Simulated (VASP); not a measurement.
# BeTe (F-43m) in VASP: settings compared

One crystal, BeTe, is run at these levels: HSEsol, AM05; tasks: band structure.

Everything below comes from runs of VASP 6.6.1. Logs are shortened: lines on timing, memory, paths and dates and some standing lists are left out, and cuts for length are marked.

### 1 Starting point

Symmetry: F-43m, No. 216, cubic system. Conventional cell: a = 5.540 Å, b = 5.540 Å, c = 5.540 Å, α = 90.00°, β = 90.00°, γ = 90.00°. Around Te (site symmetry -43m) lie 4 Be at 2.40 Å. Be (site symmetry -43m) is surrounded by 4 Te at 2.40 Å.

### 2 Band structure, HSEsol

POSCAR reads:

```
BeTe
1.0
    0.0000000000      2.7700000000      2.7700000000
    2.7700000000      0.0000000000      2.7700000000
    2.7700000000      2.7700000000      0.0000000000
Te Be
1 1
Direct
    0.7500000000      0.7500000000      0.7500000000
    0.0000000000      0.0000000000      0.0000000000
```

INCAR.step1 reads:

```
PREC     = Accurate       # precision mode
ENCUT    = 520            # plane-wave cutoff, eV
EDIFF    = 1E-5           # SCF threshold, eV
ISMEAR   = -1             # smearing method
SIGMA    = 0.05           # smearing width, eV
LREAL    = F              # projectors in reciprocal space
LASPH    = T              # aspherical terms in the spheres
NELM     = 100            # most SCF steps
ALGO     = Normal         # electronic algorithm
ISIF     = 2              # what is computed and relaxed
LWAVE    = T              # write WAVECAR
LCHARG   = F              # write CHGCAR
GGA      = PE             # functional
```

INCAR.step2 reads:

```
PREC     = Accurate       # precision mode
ENCUT    = 520            # plane-wave cutoff, eV
EDIFF    = 1E-6           # SCF threshold, eV
ISMEAR   = -1             # smearing method
SIGMA    = 0.05           # smearing width, eV
LREAL    = F              # projectors in reciprocal space
LASPH    = T              # aspherical terms in the spheres
NELM     = 100            # most SCF steps
ALGO     = Normal         # electronic algorithm
ISIF     = 2              # what is computed and relaxed
LWAVE    = F              # write WAVECAR
LCHARG   = F              # write CHGCAR
GGA      = PS             # functional
LHFCALC  = T              # exact exchange
HFSCREEN = 0.2            # screening, 1/A
PRECFOCK = Normal       
ISTART   = 1
```

KPOINTS reads:

```
regular mesh
0
Gamma
  4 4 4
```

KPOINTS_OPT reads:

```
path GXWKGLUWLK,UX
12
line-mode
reciprocal
 0.0000000000  0.0000000000  0.0000000000  G
 0.5000000000  0.0000000000  0.5000000000  X

 0.5000000000  0.0000000000  0.5000000000  X
 0.5000000000  0.2500000000  0.7500000000  W

 0.5000000000  0.2500000000  0.7500000000  W
 0.3750000000  0.3750000000  0.7500000000  K

 0.3750000000  0.3750000000  0.7500000000  K
 0.0000000000  0.0000000000  0.0000000000  G

 0.0000000000  0.0000000000  0.0000000000  G
 0.5000000000  0.5000000000  0.5000000000  L

 0.5000000000  0.5000000000  0.5000000000  L
 0.6250000000  0.2500000000  0.6250000000  U

 0.6250000000  0.2500000000  0.6250000000  U
 0.5000000000  0.2500000000  0.7500000000  W

 0.5000000000  0.2500000000  0.7500000000  W
 0.5000000000  0.5000000000  0.5000000000  L

 0.5000000000  0.5000000000  0.5000000000  L
 0.3750000000  0.3750000000  0.7500000000  K

 0.6250000000  0.2500000000  0.6250000000  U
 0.5000000000  0.0000000000  0.5000000000  X
```

Potentials or basis: VASP PAW PBE potentials, release 64 (Te, Be).

The run is started by

```bash
> cat potpaw_PBE.64/Te/POTCAR potpaw_PBE.64/Be/POTCAR > POTCAR
> cp INCAR.step1 INCAR
> mpirun -np 1 vasp_std > vasp.out
> cp INCAR.step2 INCAR
> mpirun -np 1 vasp_std > vasp.out
```

OUTCAR:

```text
PREC = Accurate
   ENCUT = 520
   EDIFF = 1E-6
   ISMEAR = -1
   LREAL = F
   LASPH = T
   NELM = 100
   ISIF = 2
   GGA = PS
   LHFCALC = T
   HFSCREEN = 0.2
   PRECFOCK = Normal
   ISTART = 1

 ion  position               nearest neighbor table
   1  0.750  0.750  0.750-   2 2.40   2 2.40   2 2.40   2 2.40
   2  0.000  0.000  0.000-   1 2.40   1 2.40   1 2.40   1 2.40

  LATTYP: Found a face centered cubic cell.
 ALAT       =     5.5400000000

  Lattice vectors:

 A1 = (   0.0000000000,   2.7700000000,   2.7700000000)
 A2 = (   2.7700000000,   0.0000000000,   2.7700000000)
 A3 = (   2.7700000000,   2.7700000000,   0.0000000000)

Analysis of symmetry for initial positions (statically):
=====================================================================
 Subroutine PRICEL returns:
 Original cell was already a primitive cell.

 Routine SETGRP: Setting up the symmetry group for a
 face centered cubic supercell.

 Subroutine GETGRP returns: Found 24 space group operations
 (whereof 24 operations were pure point group operations)
 out of a pool of 48 trial point group operations.

The static configuration has the point symmetry T_d .

Analysis of symmetry for dynamics (positions and initial velocities):
=====================================================================
 Subroutine PRICEL returns:
 Original cell was already a primitive cell.

 Routine SETGRP: Setting up the symmetry group for a
 face centered cubic supercell.

 Subroutine GETGRP returns: Found 24 space group operations
 (whereof 24 operations were pure point group operations)
 out of a pool of 48 trial point group operations.

The dynamic configuration has the point symmetry T_d .

 Subroutine INISYM returns: Found 24 space group operations
 (whereof 24 operations are pure point group operations),
 and found     1 'primitive' translations

----------------------------------------------------------------------------------------

                                     Primitive cell

  volume of cell :      42.5079

  direct lattice vectors                    reciprocal lattice vectors
     0.000000000  2.770000000  2.770000000    -0.180505415  0.180505415  0.180505415
     2.770000000  0.000000000  2.770000000     0.180505415 -0.180505415  0.180505415
     2.770000000  2.770000000  0.000000000     0.180505415  0.180505415 -0.180505415

  length of vectors
     3.917371568  3.917371568  3.917371568     0.312644550  0.312644550  0.312644550

  position of ions in fractional coordinates (direct lattice)
     0.750000000  0.750000000  0.750000000
     0.000000000  0.000000000  0.000000000

  ion indices of the primitive-cell ions
   primitive index   ion index
                 1           1
                 2           2

----------------------------------------------------------------------------------------

 KPOINTS: regular mesh

Automatic generation of k-mesh.
 Grid dimensions read from file:
 generate k-points for:    4    4    4

 Generating k-lattice:

  Cartesian coordinates                     Fractional coordinates (reciprocal lattice)
    -0.045126354  0.045126354  0.045126354     0.250000000  0.000000000  0.000000000
     0.045126354 -0.045126354  0.045126354     0.000000000  0.250000000  0.000000000
     0.045126354  0.045126354 -0.045126354     0.000000000  0.000000000  0.250000000

  Length of vectors
     0.078161138  0.078161138  0.078161138

  Shift w.r.t. Gamma in fractional coordinates (k-lattice)
     0.000000000  0.000000000  0.000000000

 Subroutine IBZKPT returns following result:
 ===========================================

 Found      8 irreducible k-points:

 Following reciprocal coordinates:
            Coordinates               Weight
  0.000000  0.000000  0.000000      1.000000
  0.250000  0.000000  0.000000      8.000000
  0.500000  0.000000  0.000000      4.000000
  0.250000  0.250000  0.000000      6.000000
  0.500000  0.250000  0.000000     24.000000
 -0.250000  0.250000  0.000000     12.000000
  0.500000  0.500000  0.000000      3.000000
 -0.250000  0.500000  0.250000      6.000000
   k-points           NKPTS =      8   k-points in BZ     NKDIM =     64   number of bands    NBANDS=      8
   number of dos      NEDOS =    301   number of ions     NIONS =      2
   total plane-waves  NPLWV =  27000
   dimension x,y,z NGX =    30 NGY =   30 NGZ =   30
   dimension x,y,z NGXF=    60 NGYF=   60 NGZF=   60
   ions per type =               1   1
   NGX,Y,Z   is equivalent  to a cutoff of  12.73, 12.73, 12.73 a.u.
   NGXF,Y,Z  is equivalent  to a cutoff of  25.46, 25.46, 25.46 a.u.
 SYSTEM =  unknown system
   PREC   = accura    normal or accurate (medium, high low for compatibility)
   ISTART =      1    job   : 0-new  1-cont  2-samecut
   ICHARG =      0    charge: 1-file 2-atom 10-const
   ISPIN  =      1    spin polarized calculation?
   LNONCOLLINEAR =      F non collinear calculations
   LSORBIT =      F    spin-orbit coupling
   LASPH  =      T    aspherical Exc in radial PAW
   ENCUT  =  520.0 eV  38.22 Ry    6.18 a.u.   7.28  7.28  7.28*2*pi/ulx,y,z
   NELM   =    100;   NELMIN=  2; NELMDL=  0     # of ELM steps
   EDIFF  = 0.1E-05   stopping-criterion for ELM
   LREAL  =      F    real-space projection
   EDIFFG = 0.1E-04   stopping-criterion for IOM
   NSW    =      0    number of steps for IOM
   IBRION =     -1    ionic relax: 0-MD 1-quasi-New 2-CG
   NFREE  =      0    steps in history (QN), initial steepest desc. (CG)
   ISIF   =      2    stress and relaxation
   ISYM   =      3    0-nonsym 1-usesym 2-fastsym
   POTIM  = 0.5000    time-step for ionic-motion
   TEBEG  =    0.0;   TEEND  =   0.0 temperature during run
   PSTRESS=    0.0 pullay stress
   NELECT =       8.0000    total number of electrons
   NUPDOWN=      -1.0000    fix difference up-down
   EMIN   =  10.00;   EMAX   =-10.00  energy-range for DOS
   EFERMI =   0.00;   METHOD = LEGACY
   ISMEAR =    -1;   SIGMA  =   0.05  broadening in eV -4-tet -1-fermi 0-gaus
   EFERMI_NEDOS =   21; number of points for ismear=-14 and -15
   IALGO  =     38    algorithm
   IMIX   =      1    mixing-type and parameters
     AMIX     =   0.40;   BMIX     =  1.00
     AMIX_MAG =   1.60;   BMIX_MAG =  1.00
  volume/ion in A,a.u.               =      21.25       143.43
  Fermi-wavevector in a.u.,A,eV,Ry     =   0.938170  1.772885 11.975354  0.880164
  Thomas-Fermi vector in A             =   2.065355
   LORBIT       =      0    0 simple, 1 ext, 2 COOP (PROOUT), +10 PAW based schemes
   GGA     = PS    functional components
   LHFCALC =     T    Hartree Fock is set to
   PRECFOCK=normal    Normal, Fast or Accurate (Low or Medium for compatibility)
   ENCUT4O =  -1.0   cutoff for four orbital integrals eV
   NKREDX  =     1    reduce k-point grid by
   NKREDY  =     1    reduce k-point grid by
   NKREDZ  =     1    reduce k-point grid by
   AEXX    =    0.2500 exact exchange contribution
   HFSCREEN=    0.2000 screening length (either q_TF or 0.3 A-1)
   HFSCREENC=   0.2000 screening length for correlation (either q_TF or 0.3 A-1)
   ENCUTFOCK=  -1.0 apply spherical cutoff to Coloumb kernel
   IVDW    =     0    specifies the selected vdW correction
   LEPSILON=     F    determine dielectric tensor
   LRPA    =     F    only Hartree local field effects (RPA)
 non-spin polarized calculation
  energy-cutoff  :      520.00
  volume of cell :       42.51
 maximum number of plane-waves:      1162
 NGX is ok and might be reduce to    30
  NGX = 24; NGY = 24; NGZ = 24

 number of electron       8.0000000 magnetization

 Free energy of the ion-electron system (eV)
  ---------------------------------------------------
  ext. energy  EPLUGINS =         0.00000000
  ---------------------------------------------------
  free energy    TOTEN  =        -9.09315396 eV

  energy without entropy =       -9.09315396  energy(sigma->0) =       -9.09315396

 E-fermi :   6.2398     XC(G=0):  -7.7900

 val. band max:        5.1243130385   @ k =   0.0000   0.0000   0.0000
 cond. band min:       7.5727941265   @ k =   0.5000   0.5000   0.0000
 fundamental gap:      2.4484810880
 Fermi energy:         6.2398489989

 k-point     1 :       0.0000    0.0000    0.0000
  band No.  band energies     occupation
      1      -8.7112      2.00000
      2       5.1243      2.00000
      3       5.1243      2.00000
      4       5.1243      2.00000
      5       9.5671      0.00000
      6       9.5671      0.00000
      7       9.5671      0.00000
      8      10.0498      0.00000

 k-point     2 :       0.2500    0.0000    0.0000
  band No.  band energies     occupation
      1      -8.0426      2.00000
      2       1.3154      2.00000
      3       4.3470      2.00000
      4       4.3470      2.00000
      5       9.3316      0.00000
      6      10.5378      0.00000
      7      10.5378      0.00000
      8      13.4406      0.00000

 k-point     3 :       0.5000    0.0000    0.0000
  band No.  band energies     occupation
      1      -7.0533      2.00000
      2      -1.3525      2.00000
      3       3.8079      2.00000
      4       3.8079      2.00000
      5       9.0947      0.00000
      6      10.5738      0.00000
      7      10.5738      0.00000
      8      13.8597      0.00000

 k-point     4 :       0.2500    0.2500    0.0000
  band No.  band energies     occupation
      1      -7.8145      2.00000
      2       1.8570      2.00000
      3       3.1679      2.00000
      4       3.1679      2.00000
      5       8.3721      0.00000
      6      10.3271      0.00000
      7      12.7919      0.00000
      8      12.7919      0.00000

 k-point     5 :       0.5000    0.2500    0.0000
  band No.  band energies     occupation
      1      -6.7972      2.00000
      2      -0.5086      2.00000
      3       1.6612      2.00000
      4       2.7686      2.00000
      5       8.7320      0.00000
      6      11.6083      0.00000
      7      12.8492      0.00000
      8      13.1583      0.00000

 k-point     6 :      -0.2500    0.2500    0.0000
  band No.  band energies     occupation
      1      -7.1567      2.00000
      2       0.0935      2.00000
      3       1.4399      2.00000
      4       3.7259      2.00000
      5       9.6793      0.00000
      6      11.7411      0.00000
      7      12.3224      0.00000
      8      12.9898      0.00000

 k-point     7 :       0.5000    0.5000    0.0000
  band No.  band energies     occupation
      1      -6.4395      2.00000
      2      -0.8319      2.00000
      3       2.0306      2.00000
      4       2.0306      2.00000
      5       7.5728      0.00000
      6       8.4221      0.00000
      7      16.5582      0.00000
      8      16.5582      0.00000

 k-point     8 :      -0.2500    0.5000    0.2500
  band No.  band energies     occupation
      1      -6.3937      2.00000
      2      -0.1859      2.00000
      3       0.7972      2.00000
      4       1.3833      2.00000
      5      11.1884      0.00000
      6      11.5256      0.00000
      7      11.7816      0.00000
      8      12.5621      0.00000

------------------------ aborting loop because EDIFF is reached ----------------------------------------

  FORCE on cell =-STRESS in cart. coord.  units (eV):
  Direction    XX          YY          ZZ          XY          YZ          ZX
  --------------------------------------------------------------------------------------
  -------------------------------------------------------------------------------------
  Total        0.6423074      0.6423074      0.6423074      0.0000000      0.0000000      0.0000000
  in kB       24.2094095     24.2094095     24.2094095      0.0000000      0.0000000      0.0000000
  external PRESSURE =      24.2094095 kB  Pullay stress =       0.0000000 kB

 VOLUME and BASIS-vectors are now :
 -----------------------------------------------------------------------------
  energy-cutoff  :      520.00
  volume of cell :       42.51
      direct lattice vectors                 reciprocal lattice vectors
     0.000000000  2.770000000  2.770000000    -0.180505415  0.180505415  0.180505415
     2.770000000  0.000000000  2.770000000     0.180505415 -0.180505415  0.180505415
     2.770000000  2.770000000  0.000000000     0.180505415  0.180505415 -0.180505415

 POSITION                                       TOTAL-FORCE (eV/Angst)
 -----------------------------------------------------------------------------------
      4.15500      4.15500      4.15500        -0.000000     -0.000000      0.000000
      0.00000      0.00000      0.00000         0.000000      0.000000     -0.000000
 -----------------------------------------------------------------------------------
    total drift:                               -0.000000     -0.000000     -0.000000

  FREE ENERGIE OF THE ION-ELECTRON SYSTEM (eV)
  ---------------------------------------------------
  free  energy   TOTEN  =        -9.0931539641 eV

  energy  without entropy=       -9.0931539641  energy(sigma->0) =       -9.09315396
```

It took 7.1 min on 1 thread of Intel Xeon 6975P-C (Granite Rapids), shared host; peak memory 0.28 GiB.

What came out:

```yaml
Free_energy: -9.0932 eV
Pressure: 2.4 GPa
Band_gap_on_the_k_mesh: 2.45 eV, indirect (least direct gap 4.44 eV)
Band_gap_along_the_path: 2.45 eV, indirect (least direct gap 4.44 eV)
```

Levels at the corners of the path, in eV from the valence-band top:
```tsv
point	band 1	band 2	band 3	band 4	band 5	band 6	band 7	band 8
Γ	-13.84	0.00	0.00	0.00	4.44	4.44	4.44	4.93
X	-11.56	-5.96	-3.09	-3.09	2.45	3.30	11.43	11.44
X	-11.56	-5.96	-3.09	-3.09	2.45	3.30	11.43	11.43
W	-11.52	-5.31	-4.33	-3.74	6.06	6.40	6.66	7.44
W	-11.52	-5.31	-4.33	-3.74	6.06	6.40	6.66	7.44
K	-11.59	-5.53	-4.54	-2.61	3.30	6.18	9.28	9.64
K	-11.59	-5.53	-4.54	-2.61	3.30	6.18	9.28	9.65
Γ	-13.84	0.00	0.00	0.00	4.44	4.44	4.44	4.93
Γ	-13.84	0.00	0.00	0.00	4.44	4.44	4.44	4.93
L	-12.18	-6.48	-1.32	-1.32	3.97	5.45	5.45	8.74
L	-12.18	-6.48	-1.32	-1.32	3.97	5.45	5.45	8.74
U	-11.59	-5.53	-4.54	-2.61	3.30	6.18	9.28	9.64
U	-11.59	-5.53	-4.54	-2.61	3.30	6.18	9.28	9.64
W	-11.52	-5.31	-4.33	-3.74	6.06	6.40	6.66	7.44
W	-11.52	-5.31	-4.33	-3.74	6.06	6.40	6.66	7.44
L	-12.18	-6.48	-1.32	-1.32	3.97	5.45	5.45	8.74
L	-12.18	-6.48	-1.32	-1.32	3.97	5.45	5.45	8.74
K	-11.59	-5.53	-4.54	-2.61	3.30	6.18	9.28	9.64
U	-11.59	-5.53	-4.54	-2.61	3.30	6.18	9.28	9.64
X	-11.56	-5.96	-3.09	-3.09	2.45	3.30	11.43	11.43
```

Caveat: the k mesh is coarse (spacing up to 0.49 Å⁻¹), so the values aren't converged, least of all with exact exchange; the PAW data sets were made with another functional, which shifts forces and pressure a little; spin-orbit coupling is left out, which moves the levels of the heavy elements.

(Part 1 of 2 ends here.)
